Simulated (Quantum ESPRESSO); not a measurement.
## AlAu under changes of volume

One of the cells (16.755 Å³/atom); the others are scaled copies at fixed shape and fractional positions:

```xyz
2
Lattice="3.2239 0.0000 0.0000 0.0000 3.2239 0.0000 0.0000 0.0000 3.2239" Properties=species:S:1:pos:R:3 pbc="T T T"
Au    1.6120    1.6120    1.6120
Al    0.0000    0.0000    0.0000
```

The cell comes from a database or a generator and needn't be the stable form of this composition.

| Quantity | Value |
| --- | --- |
| Program | Quantum ESPRESSO 7.5 |
| Functional | LDA |
| Potentials or basis | GBRV 1.5 LDA |
| Cutoff | 612 eV |
| Density cutoff | 4898 eV |
| k mesh | 8 × 8 × 8 |
| Occupations | fermi-dirac, width 0.05 eV |
| Spin | no spin polarisation |

```tsv
volume (Å³/atom)	energy over the lowest point (meV/atom)	pressure (GPa)
15.749	0.00	-1.2
16.084	5.11	-3.9
16.419	?	?
16.755	30.61	-8.0
17.090	49.10	-9.6
17.425	70.40	-11.0
17.760	94.44	-12.2
```

**Question.** What does the run at 16.419 Å³/atom give?

**Answer.** Energy over the lowest point 15.59 meV/atom; pressure -6.1 GPa.

Worked out: A Birch-Murnaghan fit of order 3 (a polynomial in V^(-2/3)) to the other rows has its minimum at 15.63 Å³/atom, just outside them, with B0 = V·E''(V) = 149 GPa and B' = 7.1. It gives 15.64 meV/atom at 16.419 Å³/atom, against the run's 15.59, and -dE/dV = -6.1 GPa, against -6.1.

Energies are extrapolated to zero smearing.
